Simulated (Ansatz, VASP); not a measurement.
## Two plane-wave programs on K

```
K
1.0
     4.36466   -0.46707   -0.46707
    -0.46707    4.36466   -0.46707
    -0.46707   -0.46707    4.36466
K
1
Cartesian
  0.0000 0.0000 0.0000
```

Alike in both runs: task single point; functional PBEsol; k mesh 12 × 12 × 12; occupations gaussian, width 0.15 eV; no spin polarisation.

|  | VASP | Ansatz |
| --- | --- | --- |
| version | VASP 6.6.1 | Ansatz 0.2.0 |
| potentials or method | VASP PAW PBE potentials, release 64 (K_sv) | scalar-relativistic, plane waves, PAW |
| plane-wave cutoff (eV) | 520 | 420 |
| valence electrons in the cell | 9 | 9 |

```tsv
	VASP	Ansatz	Ansatz less VASP
gap on the k mesh at the Fermi level (eV)	none	none	-
pressure (GPa)	-0.2	-0.2	+0.01
largest component of the traceless stress (GPa)	0.21	0.21	0.000
```

A gap of «none» marks a metal or a gap that the smearing closes.

Caveats: the PAW data sets were made with another functional, which shifts forces and pressure a little (VASP).
